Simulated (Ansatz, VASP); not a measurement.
# HgTe: VASP beside Ansatz

```
CELL_PARAMETERS angstrom
-3.04560 3.04560 1.55941
3.04560 -3.04560 1.55941
3.04560 3.04560 -1.55941
ATOMIC_POSITIONS crystal
Hg 0.75000 0.25000 0.50000
Te 0.00000 0.00000 0.00000
```

Alike in both runs: task single point; functional PBEsol; k mesh 8 × 8 × 8; occupations fermi-dirac, width 0.05 eV; no spin polarisation.

|  | VASP | Ansatz |
| --- | --- | --- |
| version | VASP 6.6.1 | Ansatz 0.2.0 |
| potentials or method | VASP PAW PBE potentials, release 64 (Hg, Te), cutoff 520 eV | all-electron PAW datasets made for the crystal |

```csv
,VASP,Ansatz,Ansatz less VASP
gap on the k mesh at the Fermi level (eV),none,none,-
pressure (GPa),-3.6,-3.7,-0.10
largest component of the traceless stress (GPa),0.66,0.63,-0.032
```

A gap of «none» marks a metal or a gap that the smearing closes. Ansatz ran all-electron here, so the differences hold the error of VASP's frozen core and of both bases.

Caveats: the PAW data sets were made with another functional, which shifts forces and pressure a little (VASP); the k mesh is thin for a metal, which can move the energy by tens of meV per atom (Ansatz). Spin-orbit coupling is left out, which matters for the levels of Hg, Te.
